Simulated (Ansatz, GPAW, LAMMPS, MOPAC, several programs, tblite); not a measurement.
**Many methods on one cell: As (buckled honeycomb monolayer)**

As (buckled honeycomb monolayer), relaxed with r2SCAN in Ansatz, was computed with several methods. The sheet's in-plane cell has a = 3.575 Å, b = 3.575 Å (γ = 120.0°), and its outermost atoms lie 1.37 Å apart along the normal. As has 3 As at 2.48 Å. The cell comes from a prototype generator: it can be a known phase or a hypothetical one. Spin polarisation is off.

```xyz
2
Lattice="3.5749 0.0000 0.0000 -1.7875 3.0960 0.0000 0.0000 0.0000 26.4156" Properties=species:S:1:pos:R:3 pbc="T T F"
As    0.0000    2.0640    8.4694
As    1.7875    1.0320    9.8384
```
The sheet repeats along a and b alone.

Gaps and times are for a single point on this cell. Times are rough, from shared hosts (Arm Neoverse V1), and each method has its own mesh and cell size. PM6 (MOPAC), PM7 (MOPAC), GFN1-xTB (tblite), GFN2-xTB (tblite) treat a cluster of cells at its zone centre, which samples few k points: where these miss a band edge, the gap comes out too large for that reason alone. Gaps from k meshes are read at a limited set of points (mesh, symmetry points, PBE's band edges), so each method's own least gap may be somewhat smaller. Force fields have no electrons; where one was fitted to this phase, its volume and modulus reflect the fit. xTB and the PM methods were fitted mostly to molecules, and can miss a solid's gap by electronvolts. Minimal bases can be far off for gaps. GLLB-SC's gap includes the derivative discontinuity. d marks a direct gap, i an indirect one (no mark: not told apart), a dash a value that wasn't computed or didn't pass its checks.

| method | kind | gap (eV) | atoms computed | processor time |
| --- | --- | --- | --- | --- |
| GaAs.bop.table (LAMMPS) | force field | – | 2 | 0.12 s |
| GFN1-xTB (tblite) | tight binding | 1.63 | 18 | 0.82 s |
| GFN2-xTB (tblite) | tight binding | 1.99 | 18 | 0.98 s |
| PM6 (MOPAC) | semi-empirical | 2.47 | 18 | 1.3 s |
| light PBE (260 eV and a coarse mesh) | light plane-wave | 1.67 i | 2 | 2.2 s |
| PBE/single zeta (GPAW) | small basis | 1.76 i | 2 | 3.1 s |
| PM7 (MOPAC) | semi-empirical | 5.06 | 18 | 4 s |
| PBE | semilocal | 1.66 i | 2 | 8.3 s |
| r2SCAN | semilocal | 1.97 i | 2 | 22 s |
| GLLB-SC (GPAW) | model potential | 2.58 | 2 | 30 s |

Against r2SCAN (1.97 eV) and with closed or daggered gaps left aside, the nearest gap at the points sampled is that of GFN2-xTB (tblite) (+0.02 eV) and the farthest that of PM7 (MOPAC) (+3.09 eV). r2SCAN is only a yardstick of convenience: semilocal gaps usually lie below measured ones, which GLLB-SC and hybrids aim to mend.

Relaxed on its own, the cell leaves this structure with GaAs.bop.table (LAMMPS), so no volume is listed.

The runs are scalar-relativistic, without spin-orbit coupling.
